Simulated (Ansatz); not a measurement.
# Mn: the cost of one run

Method: DFT PBE, scalar-relativistic, plane waves, PAW, in Ansatz 0.2.0.

1 further run of the same task is left out (set aside as unsound or not needed).

## (1) The structure to begin with

The structure is hexagonal, space group P6_3/mmc (No. 194). Conventional cell: a = 2.481 Å, b = 2.481 Å, c = 4.016 Å, α = 90.00°, β = 90.00°, γ = 120.00°. Mn (site symmetry -6m2) is surrounded by 12 Mn at 2.47 to 2.48 Å.

Coordinates:

```cif
data_structure
_symmetry_space_group_name_H-M 'P6_3/mmc'
_symmetry_Int_Tables_number 194
_cell_length_a 2.4813
_cell_length_b 2.4813
_cell_length_c 4.0156
_cell_angle_alpha 90.000
_cell_angle_beta 90.000
_cell_angle_gamma 120.000
_cell_volume 21.41
loop_
_atom_site_label
_atom_site_type_symbol
_atom_site_symmetry_multiplicity
_atom_site_Wyckoff_symbol
_atom_site_fract_x
_atom_site_fract_y
_atom_site_fract_z
_atom_site_occupancy
Mn1 Mn 2 c 0.66667 0.33333 0.75000 1
```

It goes back to an entry of the Materials Project, which need not be the stable form.

This cell was relaxed beforehand with the same method: volume 10.71 Å³/atom, gap on the mesh none (metal).

## (2) Bands, states and charges

input.yaml

```yaml
crystal:
  lattice:
    - [2.4812626618, 0.0, 0.0]
    - [-1.2406313309, 2.1488364986, 0.0]
    - [0.0, 0.0, 4.0155714883]
  atoms:
    - { symbol: Mn, position: [0.6666666667, 0.3333333333, 0.75] }
    - { symbol: Mn, position: [0.3333333333, 0.6666666667, 0.25] }
basis:
  ecutwfc: 420
kpoints:
  mp_grid: { grid: [21, 21, 10] }
  band_path:
    path:
      - [[0.0, 0.0, 0.0], [0.5, 0.0, 0.0], [0.33333333, 0.33333333, 0.0], [0.0, 0.0, 0.0], [0.0, 0.0, 0.5], [0.5, 0.0, 0.5], [0.33333333, 0.33333333, 0.5], [0.0, 0.0, 0.5]]
      - [[0.5, 0.0, 0.5], [0.5, 0.0, 0.0]]
      - [[0.33333333, 0.33333333, 0.5], [0.33333333, 0.33333333, 0.0]]
    npoints: 14
hamiltonian:
  xc: pbe
scf:
  occupations: { method: gaussian, width: 0.1 }
  n_extra_bands: 6
output:
  forces: true
  stress: true
  eigenvalues: true
  populations: true
  dos: { projected: true, de: 0.02, nscf_kmesh: { grid: [32, 32, 15] } }
  bader: true
```

Launch:

```sh
$ ansatz run input.yaml --threads 1 --pin off --max-ram 2560MiB --backend cpu --events-out ev --progress --plain --runs-dir out
```

Q: Estimate wall time and peak memory on 1 thread of Arm Neoverse V2, shared host.

About 29 s, with a peak of 0.44 GiB.
